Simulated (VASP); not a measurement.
# KI (Fm-3m) in VASP: electric field gradients with r2SCAN

Aim: the electric field gradients of KI with r2SCAN.

Everything below comes from runs of VASP 6.6.1. Logs are shortened: lines on timing, memory, paths and dates and some standing lists are left out, and cuts for length are marked.

**Measured values to compare with.**

A printed reference work, monograph reports, for a bulk crystal of KI: band gap 6.32 eV.

The runs below are set against these values where they give the same quantity.

## Step 1: The structure

Symmetry: Fm-3m, No. 225, cubic system. The conventional cell has a = 7.066 Å, b = 7.066 Å, c = 7.066 Å, α = 90.00°, β = 90.00°, γ = 90.00°. Around K (site symmetry m-3m) lie 6 I at 3.53 Å. I (site symmetry m-3m) has 6 K at 3.53 Å as nearest neighbours.

## Step 2: Electric field gradients, r2SCAN

INCAR

```
PREC = Accurate
ENCUT = 520
EDIFF = 1E-7
ISMEAR = -1
SIGMA = 0.02
LREAL = F
LASPH = T
NELM = 80
ALGO = Normal
ISIF = 2
LWAVE = F
LCHARG = F
METAGGA = R2SCAN
LMIXTAU = T
LEFG = T
```

KPOINTS

```
regular mesh
0
Gamma
  6 6 6
```

POSCAR

```
KI
1.0
    0.0000000000      3.5327750000      3.5327750000
    3.5327750000      0.0000000000      3.5327750000
    3.5327750000      3.5327750000      0.0000000000
K I
1 1
Direct
    0.0000000000      0.0000000000      0.0000000000
    0.5000000000      0.5000000000      0.5000000000
```

Potentials or basis: VASP PAW PBE potentials, release 64 (K_sv, I).

The run is started by

```console
$ cat potpaw_PBE.64/K_sv/POTCAR potpaw_PBE.64/I/POTCAR > POTCAR
$ mpirun -np 1 vasp_std > vasp.out
```

OUTCAR:

```text
PREC = Accurate
   ENCUT = 520
   EDIFF = 1E-7
   ISMEAR = -1
   LREAL = F
   LASPH = T
   NELM = 80
   ISIF = 2
   METAGGA = R2SCAN

 ion  position               nearest neighbor table
   1  0.000  0.000  0.000-   2 3.53   2 3.53   2 3.53   2 3.53   2 3.53   2 3.53
   2  0.500  0.500  0.500-   1 3.53   1 3.53   1 3.53   1 3.53   1 3.53   1 3.53

  LATTYP: Found a face centered cubic cell.
 ALAT       =     7.0655500000

  Lattice vectors:

 A1 = (   0.0000000000,   3.5327750000,   3.5327750000)
 A2 = (   3.5327750000,   0.0000000000,   3.5327750000)
 A3 = (   3.5327750000,   3.5327750000,   0.0000000000)

Analysis of symmetry for initial positions (statically):
=====================================================================
 Subroutine PRICEL returns:
 Original cell was already a primitive cell.

 Routine SETGRP: Setting up the symmetry group for a
 face centered cubic supercell.

 Subroutine GETGRP returns: Found 48 space group operations
 (whereof 48 operations were pure point group operations)
 out of a pool of 48 trial point group operations.

The static configuration has the point symmetry O_h .

Analysis of symmetry for dynamics (positions and initial velocities):
=====================================================================
 Subroutine PRICEL returns:
 Original cell was already a primitive cell.

 Routine SETGRP: Setting up the symmetry group for a
 face centered cubic supercell.

 Subroutine GETGRP returns: Found 48 space group operations
 (whereof 48 operations were pure point group operations)
 out of a pool of 48 trial point group operations.

The dynamic configuration has the point symmetry O_h .

 Subroutine INISYM returns: Found 48 space group operations
 (whereof 48 operations are pure point group operations),
 and found     1 'primitive' translations

----------------------------------------------------------------------------------------

                                     Primitive cell

  volume of cell :      88.1816

  direct lattice vectors                    reciprocal lattice vectors
     0.000000000  3.532775000  3.532775000    -0.141531799  0.141531799  0.141531799
     3.532775000  0.000000000  3.532775000     0.141531799 -0.141531799  0.141531799
     3.532775000  3.532775000  0.000000000     0.141531799  0.141531799 -0.141531799

  length of vectors
     4.996098318  4.996098318  4.996098318     0.245140266  0.245140266  0.245140266

  position of ions in fractional coordinates (direct lattice)
     0.000000000  0.000000000  0.000000000
     0.500000000  0.500000000  0.500000000

  ion indices of the primitive-cell ions
   primitive index   ion index
                 1           1
                 2           2

----------------------------------------------------------------------------------------

 KPOINTS: regular mesh

Automatic generation of k-mesh.
 Grid dimensions read from file:
 generate k-points for:    6    6    6

 Generating k-lattice:

  Cartesian coordinates                     Fractional coordinates (reciprocal lattice)
    -0.023588633  0.023588633  0.023588633     0.166666667  0.000000000  0.000000000
     0.023588633 -0.023588633  0.023588633     0.000000000  0.166666667  0.000000000
     0.023588633  0.023588633 -0.023588633     0.000000000  0.000000000  0.166666667

  Length of vectors
     0.040856711  0.040856711  0.040856711

  Shift w.r.t. Gamma in fractional coordinates (k-lattice)
     0.000000000  0.000000000  0.000000000

 Subroutine IBZKPT returns following result:
 ===========================================

 Found     16 irreducible k-points:

 Following reciprocal coordinates:
            Coordinates               Weight
  0.000000  0.000000  0.000000      1.000000
  0.166667  0.000000  0.000000      8.000000
  0.333333  0.000000  0.000000      8.000000
  0.500000  0.000000  0.000000      4.000000
  0.166667  0.166667  0.000000      6.000000
  0.333333  0.166667  0.000000     24.000000
[... 8 lines left out ...]
 -0.333333  0.333333  0.166667     24.000000
 -0.333333  0.500000  0.166667     12.000000
   k-points           NKPTS =     16   k-points in BZ     NKDIM =     16   number of bands    NBANDS=     12
   number of dos      NEDOS =    301   number of ions     NIONS =      2
   total plane-waves  NPLWV =  64000
   dimension x,y,z NGX =    40 NGY =   40 NGZ =   40
   dimension x,y,z NGXF=    80 NGYF=   80 NGZF=   80
   ions per type =               1   1
   NGX,Y,Z   is equivalent  to a cutoff of  13.31, 13.31, 13.31 a.u.
   NGXF,Y,Z  is equivalent  to a cutoff of  26.62, 26.62, 26.62 a.u.
 SYSTEM =  unknown system
   PREC   = accura    normal or accurate (medium, high low for compatibility)
   ISTART =      0    job   : 0-new  1-cont  2-samecut
   ICHARG =      2    charge: 1-file 2-atom 10-const
   ISPIN  =      1    spin polarized calculation?
   LNONCOLLINEAR =      F non collinear calculations
   LSORBIT =      F    spin-orbit coupling
   LASPH  =      T    aspherical Exc in radial PAW
   ENCUT  =  520.0 eV  38.22 Ry    6.18 a.u.   9.29  9.29  9.29*2*pi/ulx,y,z
   NELM   =     80;   NELMIN=  2; NELMDL= -5     # of ELM steps
   EDIFF  = 0.1E-06   stopping-criterion for ELM
   LREAL  =      F    real-space projection
   EDIFFG = 0.1E-05   stopping-criterion for IOM
   NSW    =      0    number of steps for IOM
   IBRION =     -1    ionic relax: 0-MD 1-quasi-New 2-CG
   NFREE  =      0    steps in history (QN), initial steepest desc. (CG)
   ISIF   =      2    stress and relaxation
   ISYM   =      2    0-nonsym 1-usesym 2-fastsym
   POTIM  = 0.5000    time-step for ionic-motion
   TEBEG  =    0.0;   TEEND  =   0.0 temperature during run
   PSTRESS=    0.0 pullay stress
   NELECT =      16.0000    total number of electrons
   NUPDOWN=      -1.0000    fix difference up-down
   EMIN   =  10.00;   EMAX   =-10.00  energy-range for DOS
   EFERMI =   0.00;   METHOD = LEGACY
   ISMEAR =    -1;   SIGMA  =   0.02  broadening in eV -4-tet -1-fermi 0-gaus
   EFERMI_NEDOS =   21; number of points for ismear=-14 and -15
   IALGO  =     38    algorithm
   IMIX   =      4    mixing-type and parameters
     AMIX     =   0.40;   BMIX     =  1.00
     AMIX_MAG =   1.60;   BMIX_MAG =  1.00
  volume/ion in A,a.u.               =      44.09       297.54
  Fermi-wavevector in a.u.,A,eV,Ry     =   0.926806  1.751409 11.686988  0.858969
  Thomas-Fermi vector in A             =   2.052808
   LORBIT       =      0    0 simple, 1 ext, 2 COOP (PROOUT), +10 PAW based schemes
   METAGGA = R2SCAN    functional components
   LHFCALC =     F    Hartree Fock is set to
   AEXX    =    0.0000 exact exchange contribution
   IVDW    =     0    specifies the selected vdW correction
   LEPSILON=     F    determine dielectric tensor
   LRPA    =     F    only Hartree local field effects (RPA)
 non-spin polarized calculation
  energy-cutoff  :      520.00
  volume of cell :       88.18
 maximum number of plane-waves:      2421
 NGX is ok and might be reduce to    40
   NGX = 19   NGY = 19   NGZ = 19

 number of electron      15.9999999 magnetization

 Free energy of the ion-electron system (eV)
  ---------------------------------------------------
  ext. energy  EPLUGINS =         0.00000000
  ---------------------------------------------------
  free energy    TOTEN  =       -33.98376391 eV

  energy without entropy =      -33.98376391  energy(sigma->0) =      -33.98376391

 E-fermi :  -0.2452     XC(G=0):  -7.5177

 val. band max:       -0.7552089713   @ k =   0.0000   0.0000   0.0000
 cond. band min:       3.8528314047   @ k =   0.0000   0.0000   0.0000
 fundamental gap:      4.6080403761
 Fermi energy:        -0.2451599550

 k-point     1 :       0.0000    0.0000    0.0000
  band No.  band energies     occupation
      1     -30.4138      2.00000
      2     -13.1290      2.00000
      3     -13.1290      2.00000
      4     -13.1290      2.00000
      5     -11.5680      2.00000
      6      -0.7552      2.00000
      7      -0.7552      2.00000
      8      -0.7552      2.00000
      9       3.8528      0.00000
     10       6.2935      0.00000
     11       6.2935      0.00000
     12       6.2935      0.00000
[... 211 lines left out ...]
 k-point    16 :      -0.3333    0.5000    0.1667
  band No.  band energies     occupation
      1     -30.4111      2.00000
      2     -13.1717      2.00000
      3     -13.1665      2.00000
      4     -13.1533      2.00000
      5     -11.3677      2.00000
      6      -1.6437      2.00000
      7      -1.3275      2.00000
      8      -1.2970      2.00000
      9       5.3789      0.00000
     10       6.3752      0.00000
     11       7.2072      0.00000
     12       8.3511      0.00000

------------------------ aborting loop because EDIFF is reached ----------------------------------------

  FORCE on cell =-STRESS in cart. coord.  units (eV):
  Direction    XX          YY          ZZ          XY          YZ          ZX
  --------------------------------------------------------------------------------------
  -------------------------------------------------------------------------------------
  Total        0.0803543      0.0803543      0.0803543     -0.0000000      0.0000000     -0.0000000
  in kB        1.4599622      1.4599622      1.4599622     -0.0000000      0.0000000     -0.0000000
  external PRESSURE =       1.4599622 kB  Pullay stress =       0.0000000 kB

 VOLUME and BASIS-vectors are now :
 -----------------------------------------------------------------------------
  energy-cutoff  :      520.00
  volume of cell :       88.18
      direct lattice vectors                 reciprocal lattice vectors
     0.000000000  3.532775000  3.532775000    -0.141531799  0.141531799  0.141531799
     3.532775000  0.000000000  3.532775000     0.141531799 -0.141531799  0.141531799
     3.532775000  3.532775000  0.000000000     0.141531799  0.141531799 -0.141531799

 POSITION                                       TOTAL-FORCE (eV/Angst)
 -----------------------------------------------------------------------------------
      0.00000      0.00000      0.00000         0.000000      0.000000      0.000000
      3.53277      3.53277      3.53277        -0.000000     -0.000000     -0.000000
 -----------------------------------------------------------------------------------
    total drift:                                0.000000     -0.000000     -0.000000

  FREE ENERGIE OF THE ION-ELECTRON SYSTEM (eV)
  ---------------------------------------------------
  free  energy   TOTEN  =       -33.9837639075 eV

  energy  without entropy=      -33.9837639075  energy(sigma->0) =      -33.98376391

 Electric field gradients (V/A^2)
---------------------------------------------------------------------
 ion       V_xx      V_yy      V_zz      V_xy      V_xz      V_yz
---------------------------------------------------------------------
   1       0.000     0.000    -0.000    -0.000    -0.000    -0.000
   2      -0.000     0.000     0.000    -0.000    -0.000    -0.000
---------------------------------------------------------------------

 Electric field gradients after diagonalization (V/A^2)
 (convention: |V_zz| > |V_xx| > |V_yy|)
----------------------------------------------------------------------
 ion       V_xx      V_yy      V_zz     asymmetry (V_yy - V_xx)/ V_zz
----------------------------------------------------------------------
   1       0.000     0.000    -0.001       0.000
   2       0.000     0.000    -0.000       0.000
----------------------------------------------------------------------

           NMR quadrupolar parameters

 Cq : quadrupolar parameter    Cq=e*Q*V_zz/h
 eta: asymmetry parameters     (V_yy - V_xx)/ V_zz
 Q  : nuclear electric quadrupole moment in mb (millibarn)
----------------------------------------------------------------------
 ion       Cq(MHz)       eta       Q (mb)
----------------------------------------------------------------------
   1      -0.000       0.000       1.000
   2      -0.000       0.000       1.000
----------------------------------------------------------------------
```

Run time: 83 s. Hardware: 1 thread of Intel Xeon Platinum 8488C (Sapphire Rapids), shared host; peak memory 0.25 GiB.

Results:

```yaml
Free_energy: -33.9838 eV
Pressure: 0.1 GPa
Band_gap_on_the_k_mesh: 4.61 eV, direct
```

Levels at points of the mesh, in eV from the valence-band top:
| k point | band 4 | band 5 | band 6 | band 7 | band 8 | band 9 | band 10 | band 11 | band 12 |
| --- | --- | --- | --- | --- | --- | --- | --- | --- | --- |
| (0.00, 0.00, 0.00) | -12.37 | -10.81 | 0.00 | 0.00 | 0.00 | 4.61 | 7.05 | 7.05 | 7.05 |
| (0.50, 0.00, 0.00) | -12.38 | -10.52 | -1.32 | -0.34 | -0.34 | 6.02 | 8.34 | 8.77 | 8.77 |
| (0.50, 0.50, 0.00) | -12.39 | -10.66 | -1.02 | -0.37 | -0.37 | 5.37 | 6.50 | 8.83 | 9.45 |

Electric field gradients, principal values (V/Å²):
```
atom    Vxx    Vyy     Vzz
 1 K  0.000  0.000  -0.001
 2 I  0.000  0.000   0.000
```

Caveat: the PAW data sets were made with another functional, which shifts forces and pressure a little; spin-orbit coupling is left out, which moves the levels of the heavy elements.

## Step 3: How close it comes

Step 2. Measured gap of KI: 6.32 eV (a printed reference work, monograph). This calculation gives 4.61 eV (-1.71 eV). Spin-orbit coupling on I is left out. The value is that of r2SCAN, without temperature or zero-point motion.
